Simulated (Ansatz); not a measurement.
A 4-atom cell of LiF (P6_3mc) from a materials database, relaxed with r2SCAN, was run in Ansatz 0.2.0 under altered settings. All numbers are computed, without spin polarisation but where a row says otherwise.

```yaml
crystal:
  lattice:
    - [3.08105, 0.00000, 0.00000]
    - [-1.54053, 2.66827, 0.00000]
    - [0.00000, 0.00000, 4.78523]
  atoms:
    - { symbol: Li, position: [0.33333, 0.66667, 0.38244] }
    - { symbol: Li, position: [0.66667, 0.33333, 0.88244] }
    - { symbol: F, position: [0.33333, 0.66667, 0.99256] }
    - { symbol: F, position: [0.66667, 0.33333, 0.49256] }
```

The base run's other keys:
```yaml
kpoints:
  mp_grid: { grid: [6, 6, 4] }
hamiltonian:
  xc: r2scan
scf:
  occupations: { method: fixed }
  n_extra_bands: 5
```

It takes 6 iterations with 977 plane waves at 500 eV and 21 k points, and leaves a mean stress of +0.04 GPa. The gap over this mesh is 8.583 eV. It ran on 4 threads of Arm Neoverse N1 (shared host).

Outcomes, with energy and stress as changes against the base:
```csv
setting,outcome,ΔF (meV/atom),Δ mean stress (GPa),gap on the mesh (eV),iterations,wall time
crystal.symmetry.detect: false,converged,0.0,0.00,8.583,6,4.4 s
hamiltonian.dispersion: d4,converged,-23,-0.37,8.583,6,1.9 s
scf.mixing.beta: 0.05,converged,0.0,0.00,8.582,8,2 s
scf.occupations: fermi_dirac 0.05,converged,0.0,0.00,8.583,6,1.7 s
scf.convergence.dr2_threshold: 1e-12,converged,0.0,0.00,8.583,8,1.9 s
hamiltonian.dispersion: rvv10,converged,–,-0.67,8.489,6,2.8 s
basis.ecutwfc: 500,converged,0.0,0.00,8.583,6,1.6 s
"kpoints.mp_grid.shift: [0, 0, 0.5]",converged,0.0,0.00,8.802,6,1.4 s
scf.mixing.beta: 1.0,converged,0.0,0.00,8.583,6,1.8 s
"kpoints.mp_grid.grid: [3, 3, 3]",converged,+0.8,+0.02,8.581,6,1.1 s
basis.ecutrho_ratio: 8,converged,0.0,0.00,8.583,6,2.1 s
scf.mixing.beta: 5.0,refused,–,–,–,–,0.04 s
scf.max_iter: 1,not converged,–,–,–,1,0.87 s
```
A dash marks a value that wasn't obtained or can't be compared. Stress is positive in compression. The base took 1.7 s.

- hamiltonian.dispersion: d4. The free energy moves by -23 meV an atom, the mean stress by -0.37 GPa and the gap on the mesh by 0.000 eV (to 8.583). A pairwise correction adds to energy, forces and stress and leaves the bands alone.
- hamiltonian.dispersion: rvv10. The mean stress moves by -0.67 GPa and the gap on the mesh by -0.094 eV (to 8.489).
- kpoints.mp_grid.shift: [0, 0, 0.5]. The free energy moves by 0.0 meV an atom, the mean stress by 0.00 GPa and the gap on the mesh by +0.220 eV (to 8.802). The gap changes mostly because other points are sampled; a mesh that misses a band edge overestimates it.
- scf.mixing.beta: 5.0. The input is refused before any iteration. Error: invalid value for `scf.mixing.beta`: must be finite and in (0, 1]; got 5
- scf.max_iter: 1. The calculation stopped without meeting its thresholds. It stopped after 1 iteration; the base needs 6. Nothing that it printed is a property of the solid. Error: did not converge after 1 iteration: tau_residual = 6.72e-2 (threshold 1.00e-7), under the density mixer `msr1`, which `scf.mixing.algorithm: auto` chose by the deck's other keys (type `scf.mixing.algorithm: msr1` to keep it) […]

Within 1 meV an atom, 0.1 GPa and 0.005 eV of the base stay: crystal.symmetry.detect: false; scf.mixing.beta: 0.05; scf.occupations: fermi_dirac 0.05; scf.convergence.dr2_threshold: 1e-12; basis.ecutwfc: 500; scf.mixing.beta: 1.0; kpoints.mp_grid.grid: [3, 3, 3]; basis.ecutrho_ratio: 8.
